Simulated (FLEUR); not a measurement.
# BN (P6_3/mmc) in FLEUR: band structure with LDA

Aim: the band structure of BN with LDA.

Everything below comes from runs of FLEUR MaX-R8.1 (later development tree). Logs are shortened: lines on timing, memory, paths and dates and some standing lists are left out, and cuts for length are marked.

### 1 The structure

It takes space group P6_3/mmc (No. 194, hexagonal). The conventional cell has a = 2.498 Å, b = 2.498 Å, c = 6.636 Å, α = 90.00°, β = 90.00°, γ = 120.00°. N (site symmetry -6m2) has 3 B at 1.44 Å as nearest neighbours. Around B (site symmetry -6m2) lie 3 N at 1.44 Å.

### 2 Band structure, LDA

Input file inp.xml:

```xml
<?xml version="1.0" encoding="UTF-8" standalone="no"?>
<fleurInput fleurInputVersion="0.39">
   <comment>
      BN                                                                                                  
   </comment>
   <calculationSetup>
      <cutoffs Kmax="5.71" Gmax="17.7" GmaxXC="17.7" numbands="0"/>
      <scfLoop itmax="60" minDistance="0.00001" maxIterBroyd="15" imix="Anderson" alpha="0.05" precondParam="0.0" spinf="2.0" sdNocoIR="T"/>
      <coreElectrons ctail="T" frcor="F" kcrel="0" coretail_lmax="0"/>
      <xcFunctional name="vwn" relativisticCorrections="F"/>
      <magnetism jspins="1"/>
      <soc l_soc="F" theta="0.0" phi="0.0" spav="F"/>
      <expertModes spex="0" secvar="F"/>
      <geometryOptimization l_f="F" forcealpha="1.0" forcemix="BFGS" epsdisp="0.00001" epsforce="0.00001"/>
      <ldaU l_linMix="F" mixParam="0.05" spinf="1.0"/>
   </calculationSetup>
   <cell>
      <bzIntegration valenceElectrons="16.0" mode="hist" fermiSmearingEnergy="0.00183747">
         <kPointListSelection listName="default-1"/>
         <!-- k-points included here -->
         <xi:include xmlns:xi="http://www.w3.org/2001/XInclude" href="kpts.xml"> </xi:include>
      </bzIntegration>
      <!-- symmetry operations included here -->
      <xi:include xmlns:xi="http://www.w3.org/2001/XInclude" href="sym.xml"> </xi:include>
      <bulkLattice scale="1.0">
[... 30 lines left out ...]
         </electronConfig>
         <energyParameters s="2" p="2" d="3" f="4"/>
         <lo type="SCLO" l="0" n="2" eDeriv="2"/>
         <lo type="SCLO" l="1" n="2" eDeriv="2"/>
         <lo type="SCLO" l="2" n="3" eDeriv="2"/>
      </species>
   </atomSpecies>
   <atomGroups>
      <atomGroup species="Nitrogen (N)">
         <relPos label="                   1">-1.000/3.000 1.000/3.000 1.000/4.000</relPos>
         <relPos label="                   2">1.000/3.000 -1.000/3.000 -1.000/4.000</relPos>
         <force calculate="T" relaxXYZ="TTT"/>
      </atomGroup>
      <atomGroup species="Boron (B)">
         <relPos label="                   3">-1.000/3.000 1.000/3.000 -1.000/4.000</relPos>
         <relPos label="                   4">1.000/3.000 -1.000/3.000 1.000/4.000</relPos>
         <force calculate="T" relaxXYZ="TTT"/>
      </atomGroup>
   </atomGroups>
   <output dos="F" band="F" slice="F">
      <checks vchk="F" cdinf="F"/>
      <bandDOS minEnergy="-.5*Htr" maxEnergy="0.5*Htr" sigma="0.015" storeEVData="T"/>
      <vacuumDOS vacdos="F" integ="F" star="F" nstars="0" locx1="0.0" locy1="0.0" locx2="0.0" locy2="0.0" nstm="0" tworkf="0.0"/>
      <unfoldingBand unfoldBand="F" supercellX="1" supercellY="1" supercellZ="1"/>
      <plotting iplot="0" polar="F">
         <plot TwoD="T" vec1="  1.0  0.0  0.0" vec2="  0.0  1.0  0.0" vec3="  0.0  0.0  1.0" zero="  0.0  0.0  0.0" file="plot"/>
      </plotting>
      <chargeDensitySlicing numkpt="0" minEigenval="0.0" maxEigenval="0.0" nnne="0" pallst="F"/>
      <specialOutput eonly="F"/>
      <moessbauerParams electricFieldGradient="T" isomerShift="T" coreHyperfine="T" valenceHyperfine="T"/>
      <magneticCircularDichroism mcd="F" energyLo="-10.0" energyUp="0.0"/>
   </output>
  <!-- We include the file relax.xml here to enable relaxations (see documentation) -->
  <xi:include xmlns:xi="http://www.w3.org/2001/XInclude" href="relax.xml"> <xi:fallback/> </xi:include>
</fleurInput>
```

Input file crystal.txt:

```
BN
&input cartesian=F /
2.4982400000  0.0000000000  0.0000000000
-1.2491200000  2.1635393048  0.0000000000
0.0000000000  0.0000000000  6.6357000000
1.8897261246
1.0 1.0 1.0

4
7 0.6666666666  0.3333333332  0.2500000000
7 0.3333333332  0.6666666666  0.7500000000
5 0.6666666666  0.3333333332  0.7500000000
5 0.3333333332  0.6666666666  0.2500000000

&kpt div1=12 div2=12 div3=4 gamma=T /
```

Input file inp.xml (bands):

```
<?xml version="1.0" encoding="UTF-8" standalone="no"?>
<fleurInput fleurInputVersion="0.39">
   <comment>
      BN                                                                                                  
   </comment>
   <calculationSetup>
      <cutoffs Kmax="5.71" Gmax="17.7" GmaxXC="17.7" numbands="0"/>
      <scfLoop itmax="60" minDistance="0.00001" maxIterBroyd="15" imix="Anderson" alpha="0.05" precondParam="0.0" spinf="2.0" sdNocoIR="T"/>
      <coreElectrons ctail="T" frcor="F" kcrel="0" coretail_lmax="0"/>
      <xcFunctional name="vwn" relativisticCorrections="F"/>
      <magnetism jspins="1"/>
      <soc l_soc="F" theta="0.0" phi="0.0" spav="F"/>
      <expertModes spex="0" secvar="F"/>
      <geometryOptimization l_f="F" forcealpha="1.0" forcemix="BFGS" epsdisp="0.00001" epsforce="0.00001"/>
      <ldaU l_linMix="F" mixParam="0.05" spinf="1.0"/>
   </calculationSetup>
   <cell>
      <bzIntegration valenceElectrons="16.0" mode="hist" fermiSmearingEnergy="0.00183747">
         <kPointListSelection listName="path-1"/>
         <!-- k-points included here -->
         <xi:include xmlns:xi="http://www.w3.org/2001/XInclude" href="kpts.xml"> </xi:include>
      </bzIntegration>
      <!-- symmetry operations included here -->
      <xi:include xmlns:xi="http://www.w3.org/2001/XInclude" href="sym.xml"> </xi:include>
      <bulkLattice scale="1.0">
[... 30 lines left out ...]
         </electronConfig>
         <energyParameters s="2" p="2" d="3" f="4"/>
         <lo type="SCLO" l="0" n="2" eDeriv="2"/>
         <lo type="SCLO" l="1" n="2" eDeriv="2"/>
         <lo type="SCLO" l="2" n="3" eDeriv="2"/>
      </species>
   </atomSpecies>
   <atomGroups>
      <atomGroup species="Nitrogen (N)">
         <relPos label="                   1">-1.000/3.000 1.000/3.000 1.000/4.000</relPos>
         <relPos label="                   2">1.000/3.000 -1.000/3.000 -1.000/4.000</relPos>
         <force calculate="T" relaxXYZ="TTT"/>
      </atomGroup>
      <atomGroup species="Boron (B)">
         <relPos label="                   3">-1.000/3.000 1.000/3.000 -1.000/4.000</relPos>
         <relPos label="                   4">1.000/3.000 -1.000/3.000 1.000/4.000</relPos>
         <force calculate="T" relaxXYZ="TTT"/>
      </atomGroup>
   </atomGroups>
   <output dos="F" band="T" slice="F">
      <checks vchk="F" cdinf="F"/>
      <bandDOS minEnergy="-.5*Htr" maxEnergy="0.5*Htr" sigma="0.015" storeEVData="T"/>
      <vacuumDOS vacdos="F" integ="F" star="F" nstars="0" locx1="0.0" locy1="0.0" locx2="0.0" locy2="0.0" nstm="0" tworkf="0.0"/>
      <unfoldingBand unfoldBand="F" supercellX="1" supercellY="1" supercellZ="1"/>
      <plotting iplot="0" polar="F">
         <plot TwoD="T" vec1="  1.0  0.0  0.0" vec2="  0.0  1.0  0.0" vec3="  0.0  0.0  1.0" zero="  0.0  0.0  0.0" file="plot"/>
      </plotting>
      <chargeDensitySlicing numkpt="0" minEigenval="0.0" maxEigenval="0.0" nnne="0" pallst="F"/>
      <specialOutput eonly="F"/>
      <moessbauerParams electricFieldGradient="T" isomerShift="T" coreHyperfine="T" valenceHyperfine="T"/>
      <magneticCircularDichroism mcd="F" energyLo="-10.0" energyUp="0.0"/>
   </output>
  <!-- We include the file relax.xml here to enable relaxations (see documentation) -->
  <xi:include xmlns:xi="http://www.w3.org/2001/XInclude" href="relax.xml"> <xi:fallback/> </xi:include>
</fleurInput>
```

Potentials or basis: all-electron, FLAPW.

Started as:

```console
$ inpgen -f crystal.txt -profile fastHighL
$ # inp.xml edited to the form shown
$ mpirun -n 4 fleur_MPI -pe_per_kpt 1
$ mpirun -n 4 fleur_MPI -pe_per_kpt 1   # second run, on inp.xml (bands)
```

What it wrote:

```text
Welcome to FLEUR        (www.flapw.de)
      MaX-Release 8.1          (www.max-centre.eu)

 ========== k-point set info ==========
 Selected k-point list: default-1
 k-point list type: mesh
 12 x 12 x 4
 Number of k points: 57

 ------------Calculation Setup---------------------------
 Number of MPI-tasks      :            4
 Number of PE/node        :            4
 Number of OMP-threads    :            1
 Using exactly            1  PE per kpt
 k-points in parallel     :            4
 pe's per k-point         :            1
 No of k-point loops      :           14
 Info/Warning             : your k-point parallelism is not fully load-balanced
 Using exactly            1  PE per kpt
 Using exactly            1  PE per kpt
 Using exactly            1  PE per kpt
 Eigenvalue solver        :       lapack
 Number of basis functions:          850
 Approximate size of matrices (H+S) per k-point:         0.011 GB
 --------------------------------------------------------
Nuclear radius smaller than smallest radial mesh point for atom type 2 -- skipping its core isomer shift
Nuclear radius smaller than smallest radial mesh point for atom type 2 -- skipping its isomer shift
 Iteration:     1   Distance:      28.82732101 me/bohr^3
Nuclear radius smaller than smallest radial mesh point for atom type 2 -- skipping its core isomer shift
Nuclear radius smaller than smallest radial mesh point for atom type 2 -- skipping its isomer shift
 Iteration:     2   Distance:      25.87781264 me/bohr^3
Nuclear radius smaller than smallest radial mesh point for atom type 2 -- skipping its core isomer shift
Nuclear radius smaller than smallest radial mesh point for atom type 2 -- skipping its isomer shift
 Iteration:     3   Distance:      11.41770962 me/bohr^3
Nuclear radius smaller than smallest radial mesh point for atom type 2 -- skipping its core isomer shift
Nuclear radius smaller than smallest radial mesh point for atom type 2 -- skipping its isomer shift
 Iteration:     4   Distance:       4.67421889 me/bohr^3
Nuclear radius smaller than smallest radial mesh point for atom type 2 -- skipping its core isomer shift
Nuclear radius smaller than smallest radial mesh point for atom type 2 -- skipping its isomer shift
 Iteration:     5   Distance:       1.48147014 me/bohr^3
Nuclear radius smaller than smallest radial mesh point for atom type 2 -- skipping its core isomer shift
Nuclear radius smaller than smallest radial mesh point for atom type 2 -- skipping its isomer shift
 Iteration:     6   Distance:       0.25024896 me/bohr^3
Nuclear radius smaller than smallest radial mesh point for atom type 2 -- skipping its core isomer shift
Nuclear radius smaller than smallest radial mesh point for atom type 2 -- skipping its isomer shift
 Iteration:     7   Distance:       0.15235471 me/bohr^3
Nuclear radius smaller than smallest radial mesh point for atom type 2 -- skipping its core isomer shift
Nuclear radius smaller than smallest radial mesh point for atom type 2 -- skipping its isomer shift
 Iteration:     8   Distance:       0.03123015 me/bohr^3
Nuclear radius smaller than smallest radial mesh point for atom type 2 -- skipping its core isomer shift
Nuclear radius smaller than smallest radial mesh point for atom type 2 -- skipping its isomer shift
 Iteration:     9   Distance:       0.00756259 me/bohr^3
Nuclear radius smaller than smallest radial mesh point for atom type 2 -- skipping its core isomer shift
Nuclear radius smaller than smallest radial mesh point for atom type 2 -- skipping its isomer shift
 Iteration:    10   Distance:       0.00235827 me/bohr^3
Nuclear radius smaller than smallest radial mesh point for atom type 2 -- skipping its core isomer shift
Nuclear radius smaller than smallest radial mesh point for atom type 2 -- skipping its isomer shift
 Iteration:    11   Distance:       0.00047684 me/bohr^3
Nuclear radius smaller than smallest radial mesh point for atom type 2 -- skipping its core isomer shift
Nuclear radius smaller than smallest radial mesh point for atom type 2 -- skipping its isomer shift
 Iteration:    12   Distance:       0.00001394 me/bohr^3
Nuclear radius smaller than smallest radial mesh point for atom type 2 -- skipping its core isomer shift
Nuclear radius smaller than smallest radial mesh point for atom type 2 -- skipping its isomer shift
 Iteration:    13   Distance:       0.00001592 me/bohr^3
Nuclear radius smaller than smallest radial mesh point for atom type 2 -- skipping its core isomer shift
Nuclear radius smaller than smallest radial mesh point for atom type 2 -- skipping its isomer shift
 Iteration:    14   Distance:       0.00000132 me/bohr^3

 ********************************************************************
 Run finished successfully
 Stop message:
   all done
 ********************************************************************
```

It took 43 s on 4 MPI ranks of Intel Xeon Platinum 8488C (Sapphire Rapids), shared host.

Results:

| Item | Value |
| --- | --- |
| Free energy | -4305.7952 eV |
| Band gap on the k mesh | 4.09 eV, indirect (least direct gap 4.52 eV) |
| Band gap along the path | 4.05 eV, indirect (least direct gap 4.52 eV) |
| Valence electrons inside the program's atomic spheres | N 2.94; B 0.93 (radii N 1.26, B 1.26 bohr) |

Levels at the corners of the path, in eV from the valence-band top:
```
point  band 5  band 6  band 7  band 8  band 9  band 10  band 11  band 12
    Γ   -1.38   -1.38   -1.34   -1.34    4.91    10.02    11.45    11.45
    M   -4.21   -4.15   -1.53   -0.48    4.05     5.50     9.49     9.97
    K   -7.10   -7.10   -0.13   -0.13    4.70     4.70    10.36    13.01
    Γ   -1.38   -1.38   -1.34   -1.34    4.91    10.02    11.45    11.45
    A   -1.36   -1.36   -1.36   -1.36    7.33     7.33    11.52    11.52
    L   -4.18   -4.18   -0.99   -0.99    4.54     4.54     9.93     9.93
    H   -7.11   -7.11   -0.05   -0.05    4.47     4.47    11.59    11.59
    A   -1.36   -1.36   -1.36   -1.36    7.33     7.33    11.52    11.52
    L   -4.18   -4.18   -0.99   -0.99    4.54     4.54     9.93     9.93
    M   -4.21   -4.15   -1.53   -0.48    4.05     5.50     9.49     9.97
    K   -7.10   -7.10   -0.13   -0.13    4.70     4.70    10.36    13.01
    H   -7.11   -7.11   -0.05   -0.05    4.47     4.47    11.59    11.59
```

Core levels (eV from the Fermi level):
```tsv
atom	levels
1 N	1s1/2 -371.0
2 N	1s1/2 -371.0
3 B	1s1/2 -169.5
4 B	1s1/2 -169.5
```

Caveat: core charge leaks out of the spheres, which shifts energies.
